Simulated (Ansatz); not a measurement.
H: what changed settings do

The reference input for Ansatz (plane-wave DFT with PAW):

```yaml
crystal:
  lattice:
    - [5.1702470185, 0.0, 0.0]
    - [-2.5851235093, 4.4775652619, 0.0]
    - [0.0, 0.0, 3.849525]
  atoms:
    - { symbol: H, position: [0.33333333, 0.66666667, 0.25], spin: 1.0 }
    - { symbol: H, position: [0.66666667, 0.33333333, 0.75], spin: 1.0 }
basis:
  ecutwfc: 420
kpoints:
  mp_grid: { grid: [3, 3, 4] }
hamiltonian:
  xc: pbe
scf:
  occupations: { method: gaussian, width: 0.1 }
  lower_state_search: "off"
output:
  forces: true
  stress: true
  eigenvalues: true
  populations: true
magnetization:
  spin_polarized: true
```

Command:

```bash
ansatz run input.yaml --threads 1 --pin off --max-ram 1331MiB --backend cpu --events-out ev --progress --plain --runs-dir out
```

The run converges in 9 SCF iterations on 9 irreducible k-points: pressure 0.14 GPa, gap on the sampled k-points 6.61 eV, cell moment 2.00 μB. It warns that not every printed level is settled; that the state wasn't tested for a lower one.

These settings were drawn at random to show what each does; none of the numbers is a converged property of the crystal. Each trial's input is given as a difference from the reference's; energies are extrapolated to zero smearing where there is one, and pressure is positive in compression. Charged cells sit in a uniform background, and their pressures hang on that convention.

Trial 1:

```diff
 crystal:
   atoms:
-    - { symbol: H, position: [0.33333333, 0.66666667, 0.25], spin: 1.0 }
-    - { symbol: H, position: [0.66666667, 0.33333333, 0.75], spin: 1.0 }
+    - { symbol: H, position: [0.3333333333, 0.6666666667, 0.25], spin: 1.03 }
+    - { symbol: H, position: [0.6666666667, 0.3333333333, 0.75], spin: 1.03 }
 kpoints:
-  mp_grid: { grid: [3, 3, 4] }
+  mp_grid: { grid: [3, 3, 2] }
 scf:
-  occupations: { method: gaussian, width: 0.1 }
+  occupations: { method: tetrahedron_uncorrected }
+  max_iter: 80
+  convergence: { dr2_threshold: "1e-10 eV" }
```

The run converges in 9 SCF iterations on 6 irreducible k-points: energy 2.43 meV per atom above the reference, pressure 0.17 GPa, gap on the sampled k-points 6.61 eV, cell moment 2.00 μB. It warns that the printed bands weren't solved further after the SCF; that the state wasn't tested for a lower one.

Trial 2:

```diff
 crystal:
   atoms:
-    - { symbol: H, position: [0.33333333, 0.66666667, 0.25], spin: 1.0 }
-    - { symbol: H, position: [0.66666667, 0.33333333, 0.75], spin: 1.0 }
+    - { symbol: H, position: [0.3333333333, 0.6666666667, 0.25] }
+    - { symbol: H, position: [0.6666666667, 0.3333333333, 0.75] }
 scf:
-  occupations: { method: gaussian, width: 0.1 }
-  lower_state_search: "off"
+  occupations: { method: fermi_dirac, width: "0.005 Ry" }
+  max_iter: 60
 output:
-  populations: true
-magnetization:
-  spin_polarized: true
```

The run converges in 6 SCF iterations on 9 irreducible k-points: energy 807 meV per atom above the reference, pressure -1.53 GPa, no gap.

Trial 3:

```diff
 crystal:
   atoms:
-    - { symbol: H, position: [0.33333333, 0.66666667, 0.25], spin: 1.0 }
-    - { symbol: H, position: [0.66666667, 0.33333333, 0.75], spin: 1.0 }
+    - { symbol: H, position: [0.3333333333, 0.6666666667, 0.25], spin: 1.03 }
+    - { symbol: H, position: [0.6666666667, 0.3333333333, 0.75], spin: 1.03 }
 scf:
-  occupations: { method: gaussian, width: 0.1 }
+  occupations: { method: fixed, width: 0.1 }
+  max_iter: 53
```

The program refuses the input:

```text
Error: inconsistent input (scf.occupations.method, magnetization): a σ = 0 step fill (method: fixed, or a smearing width below the step floor) with no hard lock on the total moment puts the same N_el/2 bands in each spin channel, which gives a total moment of zero, but the starting moments sum to +2.0600 μB …
```

Trial 4:

```diff
 crystal:
   atoms:
-    - { symbol: H, position: [0.33333333, 0.66666667, 0.25], spin: 1.0 }
-    - { symbol: H, position: [0.66666667, 0.33333333, 0.75], spin: 1.0 }
+    - { symbol: H, position: [0.3333333333, 0.6666666667, 0.25] }
+    - { symbol: H, position: [0.6666666667, 0.3333333333, 0.75] }
 scf:
-  lower_state_search: "off"
 output:
-  populations: true
 magnetization:
+  initial_magnetization: 4.0
+  spin_locking: { lock_magnetization: hard }
```

The program refuses the input:

```text
Error: inconsistent input (magnetization.initial_magnetization, magnetization.spin_locking.lock_magnetization): the lock holds the spin channels at N_up = (N_el + M)/2 = 3 and N_down = (N_el − M)/2 = -1 electrons (N_el = 2, M = 4) — |M| > N_el leaves a channel with a negative electron count; set |initial_magnetization| ≤ N_el
```

Trial 5:

```diff
 crystal:
   atoms:
-    - { symbol: H, position: [0.33333333, 0.66666667, 0.25], spin: 1.0 }
-    - { symbol: H, position: [0.66666667, 0.33333333, 0.75], spin: 1.0 }
+    - { symbol: H, position: [0.3333333333, 0.6666666667, 0.25], spin: 1.03 }
+    - { symbol: H, position: [0.6666666667, 0.3333333333, 0.75], spin: 1.03 }
 basis:
-  ecutwfc: 420
+  ecutwfc: "23 Ha"
+  ecutrho_ratio: 2
 scf:
+  max_iter: 65
```

The run converges in 9 SCF iterations on 9 irreducible k-points: energy 1.98 meV per atom below the reference, pressure 0.15 GPa, gap on the sampled k-points 6.61 eV, cell moment 2.00 μB. It warns that the density cutoff lies under the recommended one; that not every printed level is settled; that the state wasn't tested for a lower one.

Trial 6:

```diff
 crystal:
   atoms:
-    - { symbol: H, position: [0.33333333, 0.66666667, 0.25], spin: 1.0 }
-    - { symbol: H, position: [0.66666667, 0.33333333, 0.75], spin: 1.0 }
+    - { symbol: H, position: [0.3333333333, 0.6666666667, 0.25], spin: 1.03 }
+    - { symbol: H, position: [0.6666666667, 0.3333333333, 0.75], spin: 1.03 }
+total_charge: -0.1
 basis:
-  ecutwfc: 420
+  ecutwfc: 520
 scf:
-  occupations: { method: gaussian, width: 0.1 }
+  occupations: { method: methfessel_paxton, width: 0.013 }
```

The run converges in 10 SCF iterations on 9 irreducible k-points: pressure -0.10 GPa (with the neutralising background of the charged cell), no gap, cell moment 1.90 μB. It warns that the state wasn't tested for a lower one.